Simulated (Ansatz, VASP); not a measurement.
Zr: VASP beside Ansatz

The input INCAR:

```
SYSTEM = Zr
PREC     = Accurate       ! precision mode
ENCUT    = 520            ! plane-wave cutoff, eV
EDIFF    = 1E-6           ! SCF threshold, eV
ISMEAR   = 0              ! smearing method
SIGMA    = 0.1            ! smearing width, eV
LREAL    = .FALSE.        ! projectors in reciprocal space
LASPH    = .TRUE.         ! aspherical terms in the spheres
NELM     = 100            ! most SCF steps
ALGO     = Normal         ! electronic algorithm
ISIF     = 2              ! what is computed and relaxed
LWAVE    = .FALSE.        ! write WAVECAR
LCHARG   = .FALSE.        ! write CHGCAR
GGA      = PS             ! functional
NBANDS   = 12             ! bands
```

File KPOINTS:

```
Automatic mesh
0
G
  16 16 16
  0 0 0
```

The input POSCAR:

```
Zr
1.0
    0.0000000000      2.2511451773      2.2511451773
    2.2511451773      0.0000000000      2.2511451773
    2.2511451773      2.2511451773      0.0000000000
Zr
1
Direct
    0.0000000000      0.0000000000      0.0000000000
```

Input for Ansatz:

```yaml
crystal:
  lattice:
    - [0.0, 2.2511451773, 2.2511451773]
    - [2.2511451773, 0.0, 2.2511451773]
    - [2.2511451773, 2.2511451773, 0.0]
  atoms:
    - { symbol: Zr, position: [0.0, 0.0, 0.0] }
basis:
  ecutwfc: 420
kpoints:
  mp_grid: { grid: [16, 16, 16] }
hamiltonian:
  xc: pbesol
scf:
  occupations: { method: gaussian, width: 0.1 }
output:
  forces: true
  stress: true
  eigenvalues: true
```

Alike in both runs: task single point; functional PBEsol; k mesh 16 × 16 × 16; occupations gaussian, width 0.1 eV; no spin polarisation.

|  | VASP | Ansatz |
| --- | --- | --- |
| version | VASP 6.6.1 | Ansatz 0.2.0 |
| potentials or method | VASP PAW PBE potentials, release 64 (Zr_sv) | scalar-relativistic, plane waves, PAW |
| plane-wave cutoff (eV) | 520 | 420 |
| valence electrons in the cell | 12 | 12 |

```tsv
	VASP	Ansatz	Ansatz less VASP
gap on the k mesh at the Fermi level (eV)	none	none	-
pressure (GPa)	-2.3	-2.4	-0.06
```

A gap of «none» marks a metal or a gap that the smearing closes. The functional is the same, so the differences come from potentials, cutoffs and numerics.

Caveats: the PAW data sets were made with another functional, which shifts forces and pressure a little (VASP).
